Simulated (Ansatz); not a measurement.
BaS built on the rocksalt prototype, relaxed with r2SCAN in the PAW code Ansatz. It is cubic, Fm-3m (No. 225); a = 6.424 Å in the conventional setting, 33.13 Å³ an atom. Ba has 6 S at 3.21 Å; S has 6 Ba at 3.21 Å.

The axes x, y and z are those of this cell:
```
Ba S
1.0
     0.00000    3.21180    3.21180
     3.21180    0.00000    3.21180
     3.21180    3.21180    0.00000
Ba S
1 1
Cartesian
  0.0000 0.0000 0.0000
  3.2118 3.2118 3.2118
```

Unstrained: The PBE gap is indirect, 2.230 eV (Γ to X), below the direct gap of 2.345 eV at X. The r2SCAN gap is indirect, 2.578 eV (Γ to X), below the direct gap of 2.692 eV at X. The HSE06 gap is indirect, 3.138 eV (Γ to X), below the direct gap of 3.277 eV at X. Meshes: PBE 8×8×8, r2SCAN 8×8×8, HSE06 6×6×6. Strains are changes of length per length. After each strain the atoms were relaxed again with r2SCAN within the symmetry that the strain leaves, so tilts or polar shifts that break it weren't tested; points keep the names that they have in the unstrained zone. No spin polarisation and no zero-point or thermal motion.

(1) Estimate what epitaxial +1.79 % in the xy plane, free normal strain -0.60 % does to the gap.

(2) Estimate what uniaxial +4.52 % along x, other directions held does to the gap.

(3) One strain changed the r2SCAN stress by xx -0.43, yy -0.43, zz -2.14 GPa (compression positive) and the gap by +0.009 eV (PBE), +0.005 eV (r2SCAN), +0.009 eV (HSE06). Which kind of strain was it, and roughly how large?

Answers

(1) PBE: the gap goes from 2.230 to 2.215 eV (-0.015 eV); with r2SCAN the top three valence levels at Γ, degenerate before, become 1+2 from the top over 66 meV. r2SCAN: the gap goes from 2.578 to 2.556 eV (-0.022 eV). HSE06: the gap goes from 3.138 to 3.124 eV (-0.014 eV). The r2SCAN energy rises by 6.6 meV an atom.

(2) PBE: the gap goes from 2.230 to 2.248 eV (+0.018 eV); with r2SCAN the top three valence levels at Γ, degenerate before, become 2+1 from the top over 100 meV. r2SCAN: the gap goes from 2.578 to 2.590 eV (+0.012 eV). HSE06: the gap goes from 3.138 to 3.157 eV (+0.019 eV). The r2SCAN energy rises by 16.9 meV an atom.

(3) Uniaxial +2.56 % along z, other directions held. The pattern of the stress gives the kind; the size needs the stiffness, so it is an estimate.

The runs are scalar-relativistic, without spin-orbit coupling.

The splittings at Γ are without spin-orbit coupling, which regroups them where it is of like size or larger.
